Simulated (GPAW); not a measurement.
Write an ASE script for GPAW 26.7.0 that does the following.

```yaml
Task: equation of state
Functional: PBE
Dispersion: D4
Potentials_or_basis: GPAW PAW data sets (gpaw-data 1.2.1)
Cutoff: 800 eV
Basis: pw
k_mesh: 7 × 7 × 7
Occupations: fermi-dirac, width 0.05 eV
Spin: no spin polarisation
Maxiter: 150
Eos_scales: "[0.94, 0.96, 0.98, 1.0, 1.02, 1.04, 1.06]"
```

The structure of SrO lies in SrO.xyz:

```xyz
2
Lattice="0.0000000000 2.5663000000 2.5663000000 2.5663000000 0.0000000000 2.5663000000 2.5663000000 2.5663000000 0.0000000000" Properties=species:S:1:pos:R:3 pbc="T T T"
Sr     2.5663000000      2.5663000000      2.5663000000
O      0.0000000000      0.0000000000      0.0000000000
```

The input as run:

run.py

```python
from ase.calculators.mixing import SumCalculator
from ase.eos import EquationOfState
from ase.io import Trajectory, read
from ase.units import GPa
from dftd4.ase import DFTD4
from gpaw import GPAW, PW

atoms = read('SrO.xyz')

traj = Trajectory('eos.traj', 'w')
volumes, energies = [], []
for x in [0.94, 0.96, 0.98, 1.0, 1.02, 1.04, 1.06]:
    a = atoms.copy()
    a.set_cell(atoms.cell * x**(1 / 3), scale_atoms=True)
    calc = GPAW(mode=PW(800),
                xc='PBE',
                kpts={'size': (7, 7, 7), 'gamma': True},
                occupations={'name': 'fermi-dirac', 'width': 0.05},
                nbands=16,
                convergence={'density': 1e-05, 'energy': 1e-05},
                maxiter=150,
                txt=f'eos-{x:.2f}.txt')
    a.calc = SumCalculator([calc, DFTD4(method='pbe')])
    energies.append(a.get_potential_energy())
    volumes.append(a.get_volume())
    p = -a.get_stress()[:3].mean() / GPa
    calc.write(f'eos-{x:.2f}.gpw')
    traj.write(a)
    print(f'{x:.2f} {volumes[-1]:10.4f} A^3 {energies[-1]:14.6f} eV {p:9.3f} GPa', flush=True)

v0, e0, B = EquationOfState(volumes, energies, eos='birchmurnaghan').fit()
print(f'V0 = {v0:.4f} A^3, E0 = {e0:.6f} eV, B0 = {B / GPa:.2f} GPa')
```

Potentials or basis: GPAW PAW data sets (gpaw-data 1.2.1), pw.

Command:

```sh
$ OMP_NUM_THREADS=1 python run.py
```

It gave:

| Property | Result |
| --- | --- |
| Equilibrium volume | 17.29 Å³/atom |
| Bulk modulus | 88 GPa |
| Pressure derivative of the bulk modulus | 4.4 |

Wall time 65 s on 1 thread of Arm Neoverse V2, on a shared host, peak memory 0.21 GiB.
